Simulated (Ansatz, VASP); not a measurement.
# SiNi3: VASP beside Ansatz

```
CELL_PARAMETERS angstrom
3.43469 0.00000 0.00000
0.00000 3.43469 0.00000
0.00000 0.00000 3.43469
ATOMIC_POSITIONS crystal
Si 0.00000 0.00000 0.00000
Ni 0.00000 0.50000 0.50000
Ni 0.50000 0.00000 0.50000
Ni 0.50000 0.50000 0.00000
```

Alike in both runs: task single point; functional PBE; k mesh 12 × 12 × 12; occupations gaussian, width 0.1 eV; no spin polarisation.

```csv
,VASP,Ansatz
version,VASP 6.6.1,Ansatz 0.2.0
potentials or method,"VASP PAW PBE potentials, release 64 (Si, Ni)","scalar-relativistic, plane waves, PAW"
plane-wave cutoff (eV),520,420
valence electrons in the cell,34,58
```

|  | VASP | Ansatz | Ansatz less VASP |
| --- | --- | --- | --- |
| gap on the k mesh at the Fermi level (eV) | none | none | - |
| pressure (GPa) | 15.2 | 15.3 | +0.13 |

A gap of «none» marks a metal or a gap that the smearing closes. The two sets of potentials don't hold the same shells in valence.

Caveats: so large a pressure means that the cell lies far from this level's equilibrium, or that cutoff or potentials fall short (VASP). Spin polarisation is off, so any magnetic state and its effect on volume and gap are missing.
